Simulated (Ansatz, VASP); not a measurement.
**Two plane-wave programs on BN**

File INCAR:

```
PREC     = Accurate       # precision mode
ENCUT    = 600            # plane-wave cutoff, eV
EDIFF    = 1E-6           # SCF threshold, eV
ISMEAR   = -1             # smearing method
SIGMA    = 0.05           # smearing width, eV
LREAL    = F              # projectors in reciprocal space
LASPH    = T              # aspherical terms in the spheres
NELM     = 100            # most SCF steps
ALGO     = Normal         # electronic algorithm
ISIF     = 3              # what is computed and relaxed
LWAVE    = F              # write WAVECAR
LCHARG   = F              # write CHGCAR
GGA      = PE             # functional
IBRION   = 2              # ionic algorithm
NSW      = 60             # ionic steps
EDIFFG   = -0.005         # ionic threshold
```

The input KPOINTS:

```
Automatic mesh
0
Gamma
  14 14 14
```

The input POSCAR:

```
BN
1.0
    2.7144176166      0.0000000000      0.0000000000
    0.0000000000      2.7144176166      0.0000000000
    0.0000000000      0.0000000000      2.7144176166
B N
1 1
Direct
    0.0000000000      0.0000000000      0.0000000000
    0.5000000000      0.5000000000      0.5000000000
```

Input for Ansatz:

```yaml
crystal:
  lattice:
    - [2.7144176166, 0.0, 0.0]
    - [0.0, 2.7144176166, 0.0]
    - [0.0, 0.0, 2.7144176166]
  atoms:
    - { symbol: B, position: [0.0, 0.0, 0.0] }
    - { symbol: "N", position: [0.5, 0.5, 0.5] }
kpoints:
  mp_grid: { grid: [14, 14, 14] }
scf:
  occupations: { method: fermi_dirac, width: 0.05 }
hamiltonian:
  xc: pbe
  pseudopotentials: { kind: paw }
output:
  forces: true
  stress: true
  write_density: true
  write_potential: true
  elf: true
  volumetric_format: npy
relax:
  f_tol: 0.005
  max_steps: 40
  cell: {}
```

Alike in both runs: task relaxation of cell and atoms; functional PBE; k mesh 14 × 14 × 14; occupations fermi-dirac, width 0.05 eV; no spin polarisation.

|  | VASP | Ansatz |
| --- | --- | --- |
| version | VASP 6.6.1 | Ansatz 0.2.0 |
| potentials or method | VASP PAW PBE potentials, release 64 (B, N) | PAW with Ansatz's default frozen-core files, scalar-relativistic |
| plane-wave cutoff (eV) | 600 | 420 |
| valence electrons in the cell | 8 | 8 |

VASP gave:

```
relaxed volume (Å³/atom)                                     : 6.24
relaxed cell length with the largest relative difference (Å) : 2.320
energy change over the relaxation (meV/atom)                 : -709
```

Task: Which values does Ansatz return?

Result: Relaxed volume (Å³/atom): 6.25; relaxed cell length with the largest relative difference (Å): 2.320; energy change over the relaxation (meV/atom): -702.

Caveats: the volume moved by over 15 % at a fixed basis, so the end points are rough (VASP).
